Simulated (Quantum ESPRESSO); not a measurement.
Crystal: CdO (Monteponite).

```
Cd O
1.0
     0.00000    2.34950    2.34950
     2.34950    0.00000    2.34950
     2.34950    2.34950    0.00000
Cd O
1 1
Direct
  0.00000 0.00000 0.00000
  0.50000 0.50000 0.50000
```

Base run:

```yaml
Program: Quantum ESPRESSO 7.5
Functional: PBE
Potentials_or_basis: SG15 PBE 1.2
Cutoff: 1197 eV
Density_cutoff: 4789 eV
k_mesh: 10 × 10 × 10
Occupations: fermi-dirac, width 0.05 eV
Spin: no spin polarisation
```

Its results: band gap on the k mesh none (metal or under the smearing width); pressure 6.0 GPa.

Question: After a change of settings the same cell gave: band gap on the k mesh none (metal or under the smearing width); pressure -6.8 GPa. Which change was it?
A. functional from PBE to RPBE
B. functional from PBE to r2SCAN; k mesh from 10 × 10 × 10 to 8 × 8 × 8
C. functional from PBE to EV93PW91
D. functional from PBE to LDA

Answer: D.

LDA binds more tightly than PBE, so the same cell stands under less pressure.

Caveats: the potentials were made for another functional, which shifts forces and pressure (some runs).
